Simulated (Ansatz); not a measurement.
# In2O3 (R-3c) in Ansatz: reference runs

Aim: a first look at In2O3 with PBE, on the cell as given and on a disturbed one.

All numbers are computed with Ansatz 0.2.0; they aren't measurements. Logs are shortened: lines on timing, memory, paths and dates and some standing lists are left out, and cuts for length are marked.

**What was measured.**

From “Fabrication and performance enhancement of an In2O3/BiVO4 heterojunction for N-butanol gas sensing applications”, 2024, pmc:11650617, for a powder of In2O3: band gap 3.08 eV (optical).

The results are compared with them further down.

## (1) The crystal as given

Symmetry: R-3c, No. 167, trigonal system. Conventional cell: a = 5.487 Å, b = 5.487 Å, c = 14.510 Å, α = 90.00°, β = 90.00°, γ = 120.00°. In (site symmetry 3) has 6 O at 2.12 to 2.26 Å as nearest neighbours. O (site symmetry 2) has 4 In at 2.12 to 2.26 Å as nearest neighbours.

## (2) Single point, PBE

Input file input.yaml:

```yaml
crystal:
  lattice:
    - [2.7435, 1.5839604635, 4.8366666667]
    - [-2.7435, 1.5839604635, 4.8366666667]
    - [0.0, -3.167920927, 4.8366666667]
  atoms:
    - { symbol: In, position: [0.85731, 0.85731, 0.85731] }
    - { symbol: In, position: [0.64269, 0.64269, 0.64269] }
    - { symbol: In, position: [0.14269, 0.14269, 0.14269] }
    - { symbol: In, position: [0.35731, 0.35731, 0.35731] }
    - { symbol: O, position: [0.048, 0.75, 0.452] }
    - { symbol: O, position: [0.75, 0.452, 0.048] }
    - { symbol: O, position: [0.452, 0.048, 0.75] }
    - { symbol: O, position: [0.952, 0.25, 0.548] }
    - { symbol: O, position: [0.25, 0.548, 0.952] }
    - { symbol: O, position: [0.548, 0.952, 0.25] }
kpoints:
  mp_grid: { grid: [6, 6, 6] }
scf:
  occupations: { method: fermi_dirac, width: 0.05 }
hamiltonian:
  xc: pbe
  pseudopotentials: { kind: all_electron, lapw: { basis_error: 0.001 } }
output:
  forces: true
  stress: true
  eigenvalues: true
  populations: true
```

Potentials or basis: all-electron LAPW, scalar-relativistic.

On the command line:

```bash
ansatz run input.yaml --threads 8 --pin off --max-ram 24576MiB --backend cpu --events-out ev --progress --plain --runs-dir out
```

The program printed:

```text
Warning: RAYON_NUM_THREADS=8 ignored (pool sized by the plan → 8); use --threads N
In: projections on atomic orbitals take those of the free atom 1s2 2s2 2p6 3s2 3p6 3d10 4s2 4p6 4d10 5s2 5p1, of charge +0.00 (hamiltonian.pseudopotentials.projection_atoms)
O: projections on atomic orbitals take those of the free atom 1s2 2s2 2p4, of charge +0.00 (hamiltonian.pseudopotentials.projection_atoms)
LAPW: plane waves up to 10.045 Å⁻¹, error target 1.0e-3 eV per atom; small_component_spin mean_spin; O in spheres of 0.936 Å, 8 of its electrons in bands, Dirac shells []; In in spheres of 1.181 Å, 31 of its electrons in bands, Dirac shells [] (how accurate: hamiltonian.pseudopotentials.lapw.basis_error, Limitations)
Engine: ansatz 0.2.0, x86_64-unknown-linux-gnu
Pseudopotentials: kind: all_electron
Pseudopotential: In, LAPW, valence charge 31, lapw/all_electron/scalar/gaussian/In, Koelling and Harmon's equation, gaussian nucleus
Pseudopotential: O, LAPW, valence charge 8, lapw/all_electron/scalar/gaussian/O, Koelling and Harmon's equation, gaussian nucleus
Functional definition: PBE
  parameter kappa = 0.804
  parameter beta = 0.06672455060314922
  exchange = pbe_x(kappa = kappa, mu = beta*pi^2/3)
  correlation = pbe_c(beta = beta)
Crystal: 10 atoms, lattice volume = 126.109 Å³
Basis set: ecut = 384.46509757572636 eV, 2157 PW (Γ), FFT grids on a1−a3, a2−a3, a3, exchange–correlation at level 2
Bands: 104, of which v1, the nominal top of the filled ones, is band 86 counted from 1 (85 counted from 0)
Symmetry: 12 space group operations
Space group: R-3c (ITA 167), of the structure as read, at distance tolerance 5.0e-5 Å
k-points: 32 of 216
Non-local potential: In, projectors of the file, none
Non-local potential: O, projectors of the file, none
Initial density: superposition of atomic densities (chi_scale 0.1, normalization cell, long waves kept (reshape's long-wave potential 0.00 eV rms))
Initial wavefunctions: plane waves of lowest kinetic energy (no species holds an atomic orbital)
Functional: x = pbe(κ = 0.804, μ = 0.2195149727645171), c = pbe(β = 0.06672455060314922)
iter 1 solved again at ethr=1.21e-2 eV; its pass at ethr=1.00e-1 eV (dr2=2.08e1 eV) is discarded
SCF iter   1: F=—  HF=-652484.613369 eV  |F-HF|=—  |Δ(HF+E_count)|=         —  Δρ=1.16e-1  dr2=2.08e1  ethr=1.21e-2  ⟨swp⟩=2.0  Hψ=19621  notcnv=0
preconditioner: auto → Resta (q_TF=auto, 2.873 Å⁻¹)  ε∞=3.8  [insulator: Δε(μ)=3.239 eV  Ē_g=18.549 eV  σ=0.050 eV  W_gap=1.00  n_scr=58 (ndim 8)  ℏωp=31.0 eV  f_vac=0.053  D(μ)=0.00/eV (n_scr^D=0)  ε∞_Penn≈3.8]
iter 2 solved again at ethr=2.43e-4 eV; its pass at ethr=1.21e-2 eV (dr2=4.18e-1 eV) is discarded
SCF iter   2: F=—  HF=-652475.123048 eV  |F-HF|=—  |Δ(HF+E_count)|=    9.49e0  Δρ=2.17e-2  dr2=4.17e-1  ethr=2.43e-4  ⟨swp⟩=2.0  Hψ=16781  notcnv=0  defer=1
SCF iter   3: F=—  HF=-652474.617893 eV  |F-HF|=—  |Δ(HF+E_count)|=   5.05e-1  Δρ=2.63e-2  dr2=1.21e0  ethr=2.43e-4  ⟨swp⟩=3.0  Hψ=10598  notcnv=0
SCF iter   4: F=—  HF=-652474.493874 eV  |F-HF|=—  |Δ(HF+E_count)|=         —  Δρ=3.49e-3  dr2=6.05e-3  ethr=2.43e-4  ⟨swp⟩=3.0  Hψ=10193  notcnv=0
the basis was enlarged: its passes take 846.0 KiB over the memory plan, 8 of 8 planned eigensolver slots
SCF iter   5: F=—  HF=-652474.477791 eV  |F-HF|=—  |Δ(HF+E_count)|=   1.61e-2  Δρ=2.05e-3  dr2=2.79e-3  ethr=3.52e-6  ⟨swp⟩=3.0  Hψ=9840  notcnv=0
SCF iter   6: F=—  HF=-652474.476086 eV  |F-HF|=—  |Δ(HF+E_count)|=   1.71e-3  Δρ=4.47e-4  dr2=3.20e-4  ethr=1.62e-6  ⟨swp⟩=3.0  Hψ=10292  notcnv=0
SCF iter   7: F=—  HF=-652474.476430 eV  |F-HF|=—  |Δ(HF+E_count)|=   3.44e-4  Δρ=1.19e-4  dr2=2.11e-5  ethr=1.86e-7  ⟨swp⟩=3.0  Hψ=10027  notcnv=0
SCF iter   8: F=—  HF=-652474.476482 eV  |F-HF|=—  |Δ(HF+E_count)|=   5.13e-5  Δρ=2.52e-5  dr2=1.41e-6  ethr=1.22e-8  ⟨swp⟩=3.0  Hψ=10374  notcnv=0
SCF iter   9: F=—  HF=-652474.476482 eV  |F-HF|=—  |Δ(HF+E_count)|=   4.52e-7  Δρ=9.90e-6  dr2=1.68e-7  ethr=8.21e-10  ⟨swp⟩=3.0  Hψ=9887  notcnv=0
SCF iter  10: F=-652474.476482 eV  HF=-652474.476482 eV  |F-HF|=3.03e-9  |Δ(HF+E_count)|=   8.78e-8  Δρ=2.63e-6  dr2=1.07e-8  ethr=9.77e-11  ⟨swp⟩=3.0  Hψ=10081  notcnv=0
SCF 1 converged in 10 iterations: F = -652474.476482 eV  dr2 = 1.07e-8
SCF converged after 10 iterations
Free energy (F): -652474.476482 eV
Harris-Foulkes:  -652474.476482 eV  (|F-HF|=3.03e-9)
Internal energy: -652474.476482 eV  (E = F + TS)
E sigma→0 (E₀):  -652474.476482 eV
Entropy (-TS):   -0.000000 eV (-0.000 meV/atom)
Fermi energy:    12.526329 eV
--- Per-component energies (eV) ---
  E_band       = -24397.199368
  E_kinetic    = 684230.767303
  E_xc         = -18819.462084
  E_electrostatic = -1317885.781701  (all electrons and nuclei)
  E_smearing   = -0.000000  (= −TS)
  E_closure    = 0.000000  (closes the sum)
  E_atoms      = -652419.125666  (free atoms, spherical and without spin; not in F)
  Σ components = -652474.476482   (vs F -652474.476482, Δ=0.00e0)
  Basis errors (estimates in eV, not in F): energy 4.4e-4 per atom: plane waves 4.0e-4 (2.4e-4 summed), levels above the bands 1.2e-119, relativity 8.5e-8, radial functions 4.3e-5, core shells 3.3e-7; eigenvalues (radial functions only) 1.1e-5; not estimated: angular momenta, meshes, grids; target (lapw.basis_error) 1.0e-3; muffin-tin radii O 0.936 Å, In 1.181 Å
--- Forces (eV/Å), atoms counted from 1 ---
  atom   1  In    -0.00000000    -0.00000000     0.01450147
  atom   2  In    -0.00000000     0.00000000    -0.01450147
  atom   3  In     0.00000000     0.00000000    -0.01450147
  atom   4  In     0.00000000    -0.00000000     0.01450147
  atom   5  O     -0.06406429    -0.11096260    -0.00000000
  atom   6  O     -0.06406429     0.11096260    -0.00000000
  atom   7  O      0.12812857     0.00000000    -0.00000000
  atom   8  O      0.06406429     0.11096260     0.00000000
  atom   9  O      0.06406429    -0.11096260     0.00000000
  atom  10  O     -0.12812857    -0.00000000     0.00000000
  max |Σ_I F_I| component: 9.25e-18 eV/Å
--- Stress (GPa, compression-positive) ---
        8.898145       0.000000       0.000000
       -0.000000       8.898145       0.000000
        0.000000      -0.000000       7.479387
  P = ⅓ Tr σ = 8.4252 GPa (84.252 kbar)
--- Band table (eV; the first three rows and the last of 32) ---
  k-point 0: bands = ["-492.0614", "-492.0614", "-492.0614", "-492.0614", "-492.0614", "-492.0614", "-413.5398", "-413.5398", "-413.5398", "-413.5398", "-413.5295", "-413.5295", "-413.5295", "-413.5295", "-413.5295", "-413.5295", "-413.5295", "-413.5295", "-413.5119", "-413.5119", "-413.5119", "-413.5119", "-413.5119", "-413.5119", "-413.5119", "-413.5119", "-100.9749", "-100.9746", "-100.9746", "-100.9743", "-59.5200", "-59.5194", "-59.5136", "-59.5136", "-59.4887", "-59.4887", "-59.4885", "-59.4885", "-59.4846", "-59.4846", "-59.4840", "-59.4840", "-5.8656", "-4.9901", "-4.9901", "-4.7650", "-4.7650", "-4.6654", "-0.5875", "-0.5875", "-0.4301", "-0.4301", "-0.4230", "-0.2972", "-0.2745", "-0.2745", "-0.2260", "-0.2260", "-0.1726", "-0.1726", "-0.0611", "-0.0549", "-0.0549", "-0.0425", "0.2502", "0.2502", "0.9704", "0.9704", "6.1164", "6.4980", "7.7311", "7.7311", "8.4724", "8.7495", "9.1346", "9.1346", "9.2676", "10.9997", "10.9997", "11.3012", "11.3967", "11.3967", "11.5034", "11.5034", "11.7277", "11.7277", "13.0776", "17.3881", "18.0813", "19.1389", "20.9982", "21.0198", "21.0198", "21.3272", "21.7500", "21.7500", "22.2848", "22.6274", "22.6274", "24.0676", "24.0676", "24.4284", "26.3941", "26.3941"]
  k-point 1: bands = ["-492.0614", "-492.0614", "-492.0614", "-492.0614", "-492.0614", "-492.0614", "-413.5398", "-413.5398", "-413.5398", "-413.5398", "-413.5295", "-413.5295", "-413.5295", "-413.5295", "-413.5295", "-413.5295", "-413.5295", "-413.5295", "-413.5119", "-413.5119", "-413.5119", "-413.5119", "-413.5119", "-413.5119", "-413.5119", "-413.5119", "-100.9749", "-100.9746", "-100.9746", "-100.9743", "-59.5199", "-59.5194", "-59.5137", "-59.5137", "-59.4887", "-59.4887", "-59.4885", "-59.4882", "-59.4846", "-59.4845", "-59.4844", "-59.4840", "-5.7883", "-4.9804", "-4.9745", "-4.8303", "-4.7820", "-4.6968", "-0.5682", "-0.5573", "-0.4513", "-0.4365", "-0.4033", "-0.3165", "-0.2625", "-0.2569", "-0.2441", "-0.2278", "-0.1851", "-0.1720", "-0.0786", "-0.0525", "-0.0515", "0.0261", "0.2221", "0.2661", "0.8515", "0.9322", "6.2354", "6.4816", "7.4058", "8.1103", "8.2720", "8.9448", "9.2317", "9.5358", "9.7188", "10.2385", "10.8764", "10.9318", "11.2768", "11.2813", "11.5033", "11.5693", "11.5731", "11.7164", "13.9533", "17.6968", "17.9373", "18.8560", "19.9762", "20.5910", "21.3660", "21.4540", "22.2187", "22.3267", "22.3870", "22.6781", "22.6837", "24.0857", "24.2609", "24.3456", "25.7453", "26.5458"]
  k-point 2: bands = ["-492.0614", "-492.0614", "-492.0614", "-492.0614", "-492.0614", "-492.0614", "-413.5398", "-413.5398", "-413.5398", "-413.5398", "-413.5295", "-413.5295", "-413.5295", "-413.5295", "-413.5295", "-413.5295", "-413.5295", "-413.5295", "-413.5119", "-413.5119", "-413.5119", "-413.5119", "-413.5119", "-413.5119", "-413.5119", "-413.5119", "-100.9748", "-100.9747", "-100.9745", "-100.9744", "-59.5198", "-59.5195", "-59.5138", "-59.5137", "-59.4888", "-59.4888", "-59.4882", "-59.4874", "-59.4854", "-59.4848", "-59.4842", "-59.4840", "-5.5786", "-5.0261", "-4.9440", "-4.9285", "-4.8282", "-4.7681", "-0.5419", "-0.5038", "-0.4465", "-0.4248", "-0.3821", "-0.3363", "-0.2950", "-0.2741", "-0.2396", "-0.2314", "-0.1784", "-0.1573", "-0.1179", "-0.0545", "-0.0465", "0.1086", "0.2472", "0.3124", "0.6185", "0.7950", "6.4942", "6.7160", "6.9723", "8.1581", "8.6857", "9.0938", "9.2680", "9.7113", "10.0988", "10.2454", "10.5072", "10.5771", "11.1101", "11.1385", "11.1672", "11.2387", "11.6333", "11.7708", "15.3799", "17.7031", "17.8402", "18.1407", "19.6453", "20.2207", "21.1481", "21.8551", "21.9748", "22.1570", "22.5062", "23.1485", "23.6127", "23.9344", "24.2321", "25.1822", "25.5689", "26.4278"]
  k-point 31: bands = ["-492.0614", "-492.0614", "-492.0614", "-492.0614", "-492.0614", "-492.0614", "-413.5398", "-413.5398", "-413.5398", "-413.5398", "-413.5295", "-413.5295", "-413.5295", "-413.5295", "-413.5295", "-413.5295", "-413.5295", "-413.5295", "-413.5119", "-413.5119", "-413.5119", "-413.5119", "-413.5119", "-413.5119", "-413.5119", "-413.5119", "-100.9748", "-100.9748", "-100.9744", "-100.9744", "-59.5193", "-59.5193", "-59.5140", "-59.5140", "-59.4887", "-59.4887", "-59.4887", "-59.4887", "-59.4842", "-59.4842", "-59.4842", "-59.4842", "-5.3036", "-5.3036", "-4.8805", "-4.8805", "-4.8805", "-4.8805", "-0.4775", "-0.4775", "-0.4681", "-0.4681", "-0.4681", "-0.4681", "-0.2939", "-0.2939", "-0.2939", "-0.2939", "-0.0706", "-0.0706", "-0.0706", "-0.0706", "0.0491", "0.0491", "0.5229", "0.5229", "0.5229", "0.5229", "6.7595", "6.7595", "8.1806", "8.1806", "8.8532", "8.8532", "8.8532", "8.8532", "9.7578", "9.7578", "10.6795", "10.6795", "10.6795", "10.6795", "11.5804", "11.5804", "11.5804", "11.5804", "16.2170", "16.2170", "18.9984", "18.9984", "20.1159", "20.1159", "21.5904", "21.5904", "21.5904", "21.5904", "23.6116", "23.6116", "23.6116", "23.6116", "23.7684", "23.7684", "25.6948", "25.6948"]
--- Löwdin populations: 10 sites ---
  site symbol       q [e]
     0     In     47.8565
     1     In     47.8565
     2     In     47.8565
     3     In     47.8565
     4      O      8.7209
     5      O      8.7209
     6      O      8.7209
     7      O      8.7209
     8      O      8.7209
     9      O      8.7209
  spilling = 0.001018 (of n_electrons = 244.000000)
```

It took 29 s on 8 threads of Intel Xeon Platinum 8488C (Sapphire Rapids), shared host; peak memory 1.8 GiB.

What came out:

```
Free energy            : -652474.4765 eV
Pressure               : 8.4 GPa
Largest force          : 0.128 eV/Å
Band gap on the k mesh : 1.31 eV, indirect (least direct gap 1.35 eV)
Loewdin charges        : In +1.14; O -0.72 e
```

Forces on the atoms (eV/Å):
```
In   0.000  0.000  0.015
In   0.000  0.000 -0.015
In   0.000  0.000 -0.015
In   0.000  0.000  0.015
O   -0.064 -0.111  0.000
O   -0.064  0.111  0.000
O    0.128  0.000  0.000
O    0.064  0.111  0.000
O    0.064 -0.111  0.000
O   -0.128  0.000  0.000
```

Stress tensor (GPa, compression positive):
```
8.90 0.00 0.00
0.00 8.90 0.00
0.00 0.00 7.48
```

Caveat: spin-orbit coupling is left out, which moves the levels of the heavy elements.

## (3) Single point, PBE (atoms moved at random, drawn with an rms of 0.05 Å)

Input file input.yaml:

```yaml
crystal:
  lattice:
    - [2.7435, 1.5839604635, 4.8366666667]
    - [-2.7435, 1.5839604635, 4.8366666667]
    - [0.0, -3.167920927, 4.8366666667]
  atoms:
    - { symbol: In, position: [0.861045, 0.856097, 0.859583] }
    - { symbol: In, position: [0.638129, 0.647025, 0.642034] }
    - { symbol: In, position: [0.139966, 0.148402, 0.143593] }
    - { symbol: In, position: [0.343599, 0.356552, 0.363501] }
    - { symbol: O, position: [0.050102, 0.750058, 0.451518] }
    - { symbol: O, position: [0.756143, 0.456901, 0.044441] }
    - { symbol: O, position: [0.433299, 0.05504, 0.758385] }
    - { symbol: O, position: [0.951879, 0.24361, 0.5579] }
    - { symbol: O, position: [0.260996, 0.547708, 0.948967] }
    - { symbol: O, position: [0.55303, 0.950686, 0.255599] }
kpoints:
  mp_grid: { grid: [6, 6, 6] }
scf:
  occupations: { method: fermi_dirac, width: 0.05 }
hamiltonian:
  xc: pbe
  pseudopotentials: { kind: all_electron, lapw: { basis_error: 0.001 } }
output:
  forces: true
  stress: true
  eigenvalues: true
  populations: true
```

Potentials or basis: all-electron LAPW, scalar-relativistic.

On the command line:

```bash
ansatz run input.yaml --threads 8 --pin off --max-ram 24576MiB --backend cpu --events-out ev --progress --plain --runs-dir out
```

The program printed:

```text
Warning: RAYON_NUM_THREADS=8 ignored (pool sized by the plan → 8); use --threads N
In: projections on atomic orbitals take those of the free atom 1s2 2s2 2p6 3s2 3p6 3d10 4s2 4p6 4d10 5s2 5p1, of charge +0.00 (hamiltonian.pseudopotentials.projection_atoms)
O: projections on atomic orbitals take those of the free atom 1s2 2s2 2p4, of charge +0.00 (hamiltonian.pseudopotentials.projection_atoms)
LAPW: plane waves up to 10.349 Å⁻¹, error target 1.0e-3 eV per atom; small_component_spin mean_spin; O in spheres of 0.908 Å, 8 of its electrons in bands, Dirac shells []; In in spheres of 1.150 Å, 31 of its electrons in bands, Dirac shells [] (how accurate: hamiltonian.pseudopotentials.lapw.basis_error, Limitations)
[... 6 set-up lines as earlier in the session ...]
[... 71 lines left out ...]
--- Löwdin populations: 10 sites ---
  site symbol       q [e]
     0     In     47.8538
     1     In     47.8497
     2     In     47.8573
     3     In     47.8576
     4      O      8.7218
     5      O      8.7207
     6      O      8.7260
     7      O      8.7204
     8      O      8.7220
     9      O      8.7204
  spilling = 0.001026 (of n_electrons = 244.000000)
```

populations.tsv:

```text
# site	symbol	l	j	q
# orbitals = lowdin
# n_electrons = 244.000000
# spilling = 0.001026
# projection_atom_In: 1s2 2s2 2p6 3s2 3p6 3d10 4s2 4p6 4d10 5s2 5p1
# projection_atom_O: 1s2 2s2 2p4
0	In	0_1S	-	1.999998
0	In	0_2S	-	1.999912
0	In	0_3S	-	1.998661
0	In	0_4S	-	1.981427
0	In	0_5S	-	0.689320
0	In	1_2P	-	6.000000
0	In	1_3P	-	5.999924
0	In	1_4P	-	5.990536
0	In	1_5P	-	1.206859
0	In	2_3D	-	9.999999
0	In	2_4D	-	9.987169
1	In	0_1S	-	1.999998
1	In	0_2S	-	1.999911
1	In	0_3S	-	1.998635
1	In	0_4S	-	1.981056
1	In	0_5S	-	0.681544
1	In	1_2P	-	5.999999
1	In	1_3P	-	5.999922
1	In	1_4P	-	5.990234
1	In	1_5P	-	1.212638
1	In	2_3D	-	9.999999
1	In	2_4D	-	9.985765
2	In	0_1S	-	1.999998
2	In	0_2S	-	1.999910
2	In	0_3S	-	1.998625
2	In	0_4S	-	1.980947
2	In	0_5S	-	0.685171
2	In	1_2P	-	5.999999
2	In	1_3P	-	5.999922
2	In	1_4P	-	5.990271
2	In	1_5P	-	1.216032
2	In	2_3D	-	9.999999
2	In	2_4D	-	9.986417
3	In	0_1S	-	1.999998
3	In	0_2S	-	1.999910
3	In	0_3S	-	1.998624
3	In	0_4S	-	1.980963
3	In	0_5S	-	0.685932
3	In	1_2P	-	5.999999
3	In	1_3P	-	5.999922
3	In	1_4P	-	5.990323
3	In	1_5P	-	1.214420
3	In	2_3D	-	9.999999
3	In	2_4D	-	9.987514
4	O	0_1S	-	1.997794
4	O	0_2S	-	1.715235
4	O	1_2P	-	5.008780
5	O	0_1S	-	1.997845
5	O	0_2S	-	1.719950
5	O	1_2P	-	5.002945
6	O	0_1S	-	1.997780
6	O	0_2S	-	1.714173
6	O	1_2P	-	5.014028
7	O	0_1S	-	1.997727
7	O	0_2S	-	1.709294
7	O	1_2P	-	5.013398
8	O	0_1S	-	1.997707
8	O	0_2S	-	1.708053
8	O	1_2P	-	5.016238
9	O	0_1S	-	1.997745
9	O	0_2S	-	1.711608
9	O	1_2P	-	5.011073
```

Wall time 3.4 min (8 threads of Intel Xeon Platinum 8488C (Sapphire Rapids), shared host); peak memory 3.9 GiB.

What came out:

```
Free energy            : -652474.3108 eV
Pressure               : 9.1 GPa
Largest force          : 1.172 eV/Å
Band gap on the k mesh : 1.30 eV, indirect (least direct gap 1.33 eV)
Loewdin charges        : In +1.15, +1.14; O -0.72, -0.73 e
```

Forces on the atoms (eV/Å):
```
In  -0.095 -0.300 -0.373
In   0.510 -0.045  0.666
In   0.232 -0.350 -0.132
In   0.507  0.685  0.805
O   -0.390 -0.156  0.129
O   -0.551 -0.376 -0.287
O    0.794  0.409  0.096
O   -0.297  0.413 -0.136
O   -0.321 -0.731 -0.382
O   -0.388  0.450 -0.385
```

Caveat: spin-orbit coupling is left out, which moves the levels of the heavy elements. A k mesh can miss the band edges.

## (4) Against experiment

Step 2. Measured gap of In2O3: 3.08 eV (optical; powder; “Fabrication and performance enhancement of an In2O3/BiVO4 heterojunction for N-butanol gas sensing applications”, 2024, pmc:11650617). This calculation gives 1.31 eV (-1.77 eV). So large a miss can be the level of theory's own, or it may mean another phase, state or a wrong row. Spin-orbit coupling on In is left out. The value is that of PBE on a finite k mesh, which can miss the band edges, without temperature or zero-point motion. Semilocal functionals fall short of measured gaps as a rule.
